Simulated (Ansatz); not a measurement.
The system is Hf.

```
Hf
1.0
     3.19670    0.00000    0.00000
    -1.59835    2.76842    0.00000
     0.00000    0.00000    5.05780
Hf
2
Direct
  0.66667 0.33333 0.75000
  0.33333 0.66667 0.25000
```

Base run:

```yaml
Program: Ansatz 0.2.0
Functional: PBEsol
Potentials_or_basis: Ansatz PAW
Cutoff: "420 eV (not typed: the program's choice for these potentials)"
k_mesh: 10 × 10 × 5
Occupations: fermi-dirac, width 0.05 eV
Spin: no spin polarisation
```

Its results: band gap on the k mesh none (metal or under the smearing width); pressure -3.9 GPa.

**Question.** The run is repeated on the same cell with these changes: functional from PBEsol to RPBE. What comes out?

**Answer.** Band gap on the k mesh none (metal or under the smearing width); pressure 3.5 GPa.

RPBE binds less tightly than PBEsol, so the same cell stands under more pressure.

Caveats: spin-orbit coupling is left out, which moves the levels of the heavy elements; the PAW data sets come from PBE, with cores solved anew for the run's functional, which leaves a small shift of forces and pressure.
